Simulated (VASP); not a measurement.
Runs of VASP 6.6.1 on Au. Symmetry: Fd-3m, No. 227, cubic system. The conventional cell has a = 6.265 Å, b = 6.265 Å, c = 6.265 Å, α = 90.00°, β = 90.00°, γ = 90.00°. Au (site symmetry -43m) has 4 Au at 2.71 Å as nearest neighbours. This isn't the form of Au at room conditions, which is fcc.

| task | cell | k mesh | cutoff (eV) | gap on the mesh (eV) | pressure (GPa) |
| --- | --- | --- | --- | --- | --- |
| single point | Fd-3m, 30.74 Å³/atom | 14 × 14 × 14 | 520 | none | 0.0 |
| single point | Fd-3m, 31.97 Å³/atom | 10 × 10 × 10 | 520 | none | (a) |
| single point | Fd-3m, 30.74 Å³/atom | 10 × 10 × 10 | 520 | none | -0.1 |
| relaxation of cell and atoms | relaxed | 10 × 10 × 10 | 600 | none | 0.0 |

Alike in all rows: level RPBE; potentials or basis VASP PAW PBE potentials, release 64 (Au); no spin polarisation; smearing fermi-dirac 0.1 eV.

Task: Estimate the missing entries.

Result: (a) -1.5.

Caveats: the PAW data sets were made with another functional, which shifts forces and pressure a little; the volume moved by over 15 % at a fixed basis, so the end points are rough (some runs).

A k mesh can miss the band edges, and the runs leave out spin-orbit coupling on Au.

A gap of «none» marks a metal or a gap under the smearing width.
